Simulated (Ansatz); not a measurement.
**Property card for AlAs**

Method: Ansatz, DFT PBE, scalar-relativistic, plane waves, PAW.

Settings: cutoff 420 eV, Γ-centred mesh 8×8×8 on the computed 2-atom cell, Gaussian smearing of 0.02 eV; no spin polarisation.

The structure is relaxed at this level of theory with its symmetry kept.

```cif
data_structure
_symmetry_space_group_name_H-M 'P 1'
_symmetry_Int_Tables_number 1
_cell_length_a 4.0500
_cell_length_b 4.0500
_cell_length_c 4.0500
_cell_angle_alpha 60.000
_cell_angle_beta 60.000
_cell_angle_gamma 60.000
_cell_volume 46.97
loop_
_atom_site_label
_atom_site_type_symbol
_atom_site_fract_x
_atom_site_fract_y
_atom_site_fract_z
_atom_site_occupancy
Al1 Al 0.00000 0.00000 0.00000 1
As1 As 0.25000 0.25000 0.25000 1
```

```json
{"Space group": "F-43m (No. 216)", "Volume per atom": "158.5 bohr³", "Formation energy from the elements' standard states (uncorrected)": "-0.487 eV/atom", "Kohn–Sham band gap": "1.50 eV", "Löwdin character of the top 1 eV of the valence band": "As 4p 78 %, Al 3p 20 %", "Löwdin character of the lowest 1 eV of the conduction band": "Al 3p 48 %, Al 3s 16 %, As 4s 15 %, As 4p 11 %, unprojected 12 %", "Bader charges (e)": "Al (1 in the cell) 1.95, As (1 in the cell) -1.95"}
```